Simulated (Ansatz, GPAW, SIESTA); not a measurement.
Bi2Te2Se: 3 runs at one level of theory

```xyz
5
Lattice="2.1610 1.2476 10.5856 -2.1610 1.2476 10.5856 0.0000 -2.4953 10.5856" Properties=species:S:1:pos:R:3 pbc="T T T"
Bi    0.0180    0.0232   12.4398
Bi    0.0157    0.0291   19.2755
Te    0.0077   -0.0170   24.8027
Te   -0.0250   -0.0080    6.9533
Se   -0.0112   -0.0271    0.0267
```

The cell is a database's computed one, not the measured one.

Atoms were shifted at random by some hundredths of an Å from the given cell, which wasn't relaxed again for these runs.

Alike in all runs: task single point; functional PBEsol; k mesh 7 × 7 × 7; occupations fermi-dirac, width 0.05 eV; no spin polarisation; no spin-orbit coupling. Pressure is positive in compression and, in plane waves, holds the error of the finite cutoff.

| program and potentials | plane-wave cutoff (eV) | notes | pressure (GPa) | largest force (eV/Å) |
| --- | --- | --- | --- | --- |
| GPAW, PAW data sets generated for this functional | 600 | 9.6 valence electrons an atom on average | -1.72 | 0.316 |
| SIESTA, files PseudoDojo sr-pbesol-0.4.1-standard, DZP (energy shift 0.003 Ry; two zetas on semicore shells) | - | atomic basis; 15.6 valence electrons an atom on average | -0.57 | 0.551 |
| Ansatz, all-electron LAPW, scalar-relativistic | - | - | -1.57 | 0.327 |

Force on atom 2 (Bi), eV/Å:

```tsv
program and potentials	x	y	z
GPAW, PAW data sets generated for this functional	-0.101	-0.075	0.290
SIESTA, files PseudoDojo sr-pbesol-0.4.1-standard, DZP (energy shift 0.003 Ry; two zetas on semicore shells)	-0.134	-0.116	0.521
Ansatz, all-electron LAPW, scalar-relativistic	-0.103	-0.076	0.301
```

The pressure spans -1.72 (GPAW, PAW data sets generated for this functional) to -0.57 GPa (SIESTA, files PseudoDojo sr-pbesol-0.4.1-standard, DZP (energy shift 0.003 Ry; two zetas on semicore shells)), with all-electron results at -1.57. Rows in atomic bases carry the error of their basis and grid, which can be large.

Differences between rows come from potentials, basis sets and numerical settings, since the functional is the same but for its coding. Runs on potential files found faulty are left out.
